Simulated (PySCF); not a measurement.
# From a raw peak list to a structure

Formula C₈H₆. The spectrum was simulated from the full spin Hamiltonian at 400 MHz with 0.8 Hz Lorentzian lines, from shifts rounded to 0.01 ppm and J to 0.1 Hz, couplings under 1 Hz left out.

```csv
region,integral (H),ppm,Hz,height
1,2,7.691,3076.6,2
1,,7.686,3074.2,10
1,,7.681,3072.5,31
1,,7.678,3071.2,25
1,,7.674,3069.6,17
1,,7.668,3067.2,18
1,,7.663,3065.2,30
1,,7.661,3064.5,38
1,,7.660,3063.9,38
1,,7.654,3061.4,6
1,,7.651,3060.5,6
2,3,7.469,2987.4,7
2,,7.466,2986.4,4
2,,7.460,2984.1,5
2,,7.458,2983.1,11
2,,7.453,2981.2,6
2,,7.449,2979.4,9
2,,7.443,2977.2,43
2,,7.441,2976.4,27
2,,7.433,2973.2,24
2,,7.428,2971.2,62
2,,7.426,2970.4,62
2,,7.420,2968.0,17
2,,7.413,2965.3,7
2,,7.411,2964.2,5
2,,7.407,2963.0,3
2,,7.394,2957.7,2
2,,7.393,2957.0,2
3,1,3.190,1276.0,100
```

- coordinates at the PBE0-D3(BJ)/def2-SVP level
- B3LYP/pcJ-1 coupling constants (without the spin–dipole term)
- shielding tensors at PBE0/pcSseg-1 (GIAO)
- program: PySCF 2.14.0 with density-fitted response routines
- non-relativistic, in vacuum, equivalent nuclei averaged, one computed conformer

δ = σ(ref) − σ, references computed at the same level: ¹H vs TMS.

**Question.** Analyse the multiplets.

**Answer.** ¹H NMR (400 MHz, computed): δ 7.67 (m, 2H), 7.44 (m, 2H), 7.42 (m, 1H), 3.19 (s, 1H). These are first-order names from the parameters used; overlap and second-order distortion can hide them in the list.

**Question.** What is the compound?

**Answer.** `C#Cc1ccccc1`.

Atom-mapped SMILES (the numbers label the heavy atoms): `[CH:1]#[C:2][c:3]1[cH:4][cH:5][cH:6][cH:7][cH:8]1`. Each H is labelled by its parent atom.

- δ 7.67: H(C4)/H(C8), hydrogen on an aromatic CH, coupled to H(C5)/H(C7) (8.7 Hz).
- δ 7.44: H(C5)/H(C7), hydrogen on an aromatic CH, coupled to H(C4)/H(C8) and H(C6) (8.5 Hz).
- δ 7.42: H(C6), hydrogen on an aromatic CH, coupled to H(C5)/H(C7) (8.4 Hz).
- δ 3.19: H(C1), hydrogen on a terminal alkyne carbon.

The shifts were computed for this structure.

Splittings below 1 Hz are ignored in the labels, and close J values are merged. Couplings among chemically equivalent protons are left out too, so labels in AA′BB′ or AA′XX′ sets are apparent multiplicities. Unscaled 3J(H,H) at this level run about 9 % above measured values.
